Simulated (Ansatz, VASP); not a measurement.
# MnO in VASP and in Ansatz

```
Mn O
1.0
     3.37170    0.00000    0.00000
    -1.68585    2.91998    0.00000
     0.00000    0.00000    5.38550
Mn O
2 2
Direct
  0.33333 0.66667 0.01096
  0.66667 0.33333 0.51096
  0.33333 0.66667 0.37547
  0.66667 0.33333 0.87547
```

Measurements of this composition are mostly on another form, of space group No. 225.

Alike in both runs: task single point; functional PBE; k mesh 6 × 6 × 4; occupations gaussian, width 0.05 eV; collinear spin, ferromagnetic start; fixed moment 3 μB; Hubbard terms Mn d U = 2 eV.

|  | VASP | Ansatz |
| --- | --- | --- |
| version | VASP 6.6.1 | Ansatz 0.2.0 |
| potentials or method | VASP PAW PBE potentials, release 64 (Mn_pv, O) | Ansatz PAW |
| plane-wave cutoff (eV) | 520 | 420 |
| valence electrons in the cell | 38 | 42 |

```csv
,VASP,Ansatz,Ansatz less VASP
gap on the k mesh at the Fermi level (eV),none,none,-
pressure (GPa),-12.6,-1.4,+11.20
largest component of the traceless stress (GPa),9.64,7.16,-2.475
rms of the force components (eV/Å),0.554,0.489,-0.0646
net moment per atom (μB),0.75,0.75,0.000
size of the moment on the site where the two differ most (μB),1.61,3.84,+2.232
```

Site moments also hang on the region over which each program counts them. The programs project onto different local orbitals, so the same U acts differently. Atom by atom the forces differ by 0.371 eV/Å (rms over components). A gap of «none» marks a metal or a gap that the smearing closes. The two sets of potentials don't hold the same shells in valence.

Caveats: the total moment is fixed, so each spin has its own Fermi level; only a ferromagnetic start was run, and an antiferromagnetic order may lie lower in energy; the moment is held away from its start (VASP); the magnetic or orbital state may not be the lowest (Ansatz); the pressure holds a Pulay correction of +0.5 GPa for the finite cutoff (Ansatz); forces of over 1 eV/Å show positions far from the minimum, so gaps and moduli don't describe the material at rest (Ansatz); the starting moments weren't kept (Ansatz). The state reached can hang on the start; a lower one may exist.
